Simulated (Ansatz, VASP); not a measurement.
**One calculation of GaN, two programs**

Contents of INCAR:

```
SYSTEM = GaN
ALGO = Normal ; EDIFF = 1E-6
ENCUT = 520 ; GGA = PS
ISIF = 2 ; ISMEAR = 0
LASPH = .TRUE. ; LCHARG = .FALSE.
LREAL = .FALSE. ; LWAVE = .FALSE.
NBANDS = 26 ; NELM = 80
PREC = Accurate ; SIGMA = 0.05
```

File KPOINTS:

```
k-points
0
G
  12 12 6
  0 0 0
```

POSCAR

```
GaN
1.0
    3.2303171645      0.0000000000      0.0000000000
   -1.6151585822      2.7975367267      0.0000000000
    0.0000000000      0.0000000000      5.1854260795
Ga N
2 2
Direct
    0.3333333333      0.6666666667      0.9991941071
    0.6666666667      0.3333333333      0.4991941071
    0.3333333333      0.6666666667      0.3758058929
    0.6666666667      0.3333333333      0.8758058929
```

Input for Ansatz:

```yaml
crystal:
  lattice:
    - [3.2303171645, 0.0, 0.0]
    - [-1.6151585822, 2.7975367267, 0.0]
    - [0.0, 0.0, 5.1854260795]
  atoms:
    - { symbol: Ga, position: [0.3333333333, 0.6666666667, 0.9991941071] }
    - { symbol: Ga, position: [0.6666666667, 0.3333333333, 0.4991941071] }
    - { symbol: "N", position: [0.3333333333, 0.6666666667, 0.3758058929] }
    - { symbol: "N", position: [0.6666666667, 0.3333333333, 0.8758058929] }
basis:
  ecutwfc: 420
kpoints:
  mp_grid: { grid: [12, 12, 6] }
hamiltonian:
  xc: pbesol
scf:
  occupations: { method: gaussian, width: 0.05 }
output:
  forces: true
  stress: true
  eigenvalues: true
  write_density: true
  write_potential: true
  elf: true
  volumetric_format: npy
```

Change from the starting cell: strain +0.015 along x and y, +0.000 along z, atoms carried along.

Alike in both runs: task single point; functional PBEsol; k mesh 12 × 12 × 6; occupations gaussian, width 0.05 eV; no spin polarisation.

|  | VASP | Ansatz |
| --- | --- | --- |
| version | VASP 6.6.1 | Ansatz 0.2.0 |
| potentials or method | VASP PAW PBE potentials, release 64 (Ga_d, N) | scalar-relativistic, plane waves, PAW |
| plane-wave cutoff (eV) | 520 | 420 |
| valence electrons in the cell | 36 | 36 |

Ansatz gave:

| Item | Value |
| --- | --- |
| gap on the k mesh at the Fermi level (eV) | 1.71 |
| least direct gap on the mesh (eV) | 1.71 |
| pressure (GPa) | -5.2 |
| largest component of the traceless stress (GPa) | 3.50 |
| rms of the force components (eV/Å) | 0.080 |

What did VASP give for the same quantities?

gap on the k mesh at the Fermi level (eV): 1.73; least direct gap on the mesh (eV): 1.73; pressure (GPa): -5.4; largest component of the traceless stress (GPa): 3.51; rms of the force components (eV/Å): 0.078.

Atom by atom the forces differ by 0.002 eV/Å (rms over components). The functional is the same, so the differences come from potentials, cutoffs and numerics.

Caveats: the PAW data sets were made with another functional, which shifts forces and pressure a little (VASP).
